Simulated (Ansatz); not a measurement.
System: KBr (rock salt type), 2 atoms in the cell.

The calculation used PBE, plane waves, PAW datasets (earlier set, tuned by hand) in Ansatz 0.2.0 development build.

Cutoff 680 eV; k-mesh 8×8×8 Γ-centred; Fermi–Dirac smearing of 0.1 eV; no spin polarisation.

```
CELL_PARAMETERS angstrom
0.00000 3.35000 3.35000
3.35000 0.00000 3.35000
3.35000 3.35000 0.00000
ATOMIC_POSITIONS crystal
K 0.00000 0.00000 0.00000
Br 0.50000 0.50000 0.50000
```

Task: What pressure does the calculation give?

Result: The pressure is 0.03 GPa, close to zero.

The stress includes the program's correction for the finite plane-wave basis.
